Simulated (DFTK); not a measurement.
W:

```
CELL_PARAMETERS angstrom
-1.58234 1.58234 1.58234
1.58234 -1.58234 1.58234
1.58234 1.58234 -1.58234
ATOMIC_POSITIONS crystal
W 0.00000 0.00000 0.00000
```

Base run:

```yaml
Program: DFTK 0.8.2
Functional: PBEsol
Potentials_or_basis: dojo.nc.sr.pbesol.v0_4_1.standard.upf (PBEsol)
Cutoff: 1007 eV
k_mesh: 12 × 12 × 12
Occupations: fermi-dirac, width 0.05 eV
Spin: no spin polarisation
```

Its results: band gap on the k mesh none (metal or under the smearing width); pressure -2.8 GPa.

Q: After a change of settings the same cell gave: band gap on the k mesh none (metal or under the smearing width); pressure -7.9 GPa. Which change was it?
A. functional from PBEsol to LDA; potentials or basis from dojo.nc.sr.pbesol.v0_4_1.standard.upf (PBEsol) to cp2k.nc.sr.lda.v0_1.largecore.gth (LDA, GTH, large core); cutoff from 1007 eV to 789 eV; valence electrons from 14 to 6
B. functional from PBEsol to r2SCAN; potentials or basis from dojo.nc.sr.pbesol.v0_4_1.standard.upf (PBEsol) to cp2k.nc.sr.pbe.v0_1.largecore.gth (PBE, GTH, large core); cutoff from 1007 eV to 1197 eV; valence electrons from 14 to 6
C. functional from PBEsol to PBE; potentials or basis from dojo.nc.sr.pbesol.v0_4_1.standard.upf (PBEsol) to SG15 1.2 (PBE); cutoff from 1007 eV to 952 eV; valence electrons from 14 to 28

A: A.

Caveats: GTH potentials come without recommended cutoffs, and this one wasn't checked for convergence (some runs); this set keeps more shells in the core, which shifts pressures and gaps (some runs).

Not every run made on this cell is shown here.
